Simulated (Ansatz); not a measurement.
Set up this calculation in Ansatz 0.2.0, as the native input.

```yaml
Task: band structure
Functional: PBE
Potentials_or_basis: JTH PAW
Cutoff: "990 eV (not typed: the program's choice for these potentials)"
k_mesh: 8 × 8 × 5
Occupations: fermi-dirac, width 0.05 eV
Spin: no spin polarisation
Path: "[[\"G\", \"M\", \"K\", \"G\", \"A\", \"L\", \"H\", \"A\"], [\"L\", \"M\"], [\"K\", \"H\"]]"
Points_for_each_segment_of_the_path: 14
```

The system is ZrS2.

```
Zr S
1.0
     3.69138    0.00000    0.00000
    -1.84569    3.19683    0.00000
     0.00000    0.00000    6.04108
Zr S
1 2
Direct
  0.00000 0.00000 0.00000
  0.33333 0.66667 0.23791
  0.66667 0.33333 0.76209
```

The cell is a database's computed one.

One way to write it, as run:

input.yaml

```yaml
crystal:
  lattice:
    - [3.6913825498, 0.0, 0.0]
    - [-1.8456912749, 3.1968310632, 0.0]
    - [0.0, 0.0, 6.04107701]
  atoms:
    - { symbol: Zr, position: [0.0, 0.0, 0.0] }
    - { symbol: S, position: [0.3333333333, 0.6666666667, 0.23790997] }
    - { symbol: S, position: [0.6666666667, 0.3333333333, 0.76209003] }
hamiltonian:
  xc: pbe
  pseudopotentials: { kind: paw, source: jth }
kpoints:
  mp_grid: { grid: [8, 8, 5] }
  band_path:
    path:
      - [[0.0, 0.0, 0.0], [0.5, 0.0, 0.0], [0.3333333333, 0.3333333333, 0.0], [0.0, 0.0, 0.0], [0.0, 0.0, 0.5], [0.5, 0.0, 0.5], [0.3333333333, 0.3333333333, 0.5], [0.0, 0.0, 0.5]]
      - [[0.5, 0.0, 0.5], [0.5, 0.0, 0.0]]
      - [[0.3333333333, 0.3333333333, 0.0], [0.3333333333, 0.3333333333, 0.5]]
    npoints: 14
scf:
  occupations: { method: fermi_dirac, width: 0.05 }
  n_extra_bands: 7
output:
  forces: true
  stress: true
  eigenvalues: true
  fatbands: false
  write_density: true
  write_potential: true
  elf: true
  volumetric_format: npy
```

Potentials or basis: JTH PAW.

The run is started by

```console
$ ansatz run input.yaml --threads 2 --pin off --max-ram 5120MiB --backend cpu --events-out ev --progress --plain --runs-dir out
```

Results of the run:

* Pressure: 0.4 GPa
* Largest force: 0.033 eV/Å
* Band gap on the k mesh: 1.05 eV, indirect (least direct gap 1.64 eV)
* Band gap along the path: 1.03 eV, indirect (least direct gap 1.64 eV)

Caveat: this functional lacks dispersion, which binds the layers, so the pressure and a relaxed spacing across them are unreliable.

It took 9.5 s on 2 threads of Arm Neoverse V2, with other jobs on the host, peak memory 0.6 GiB.
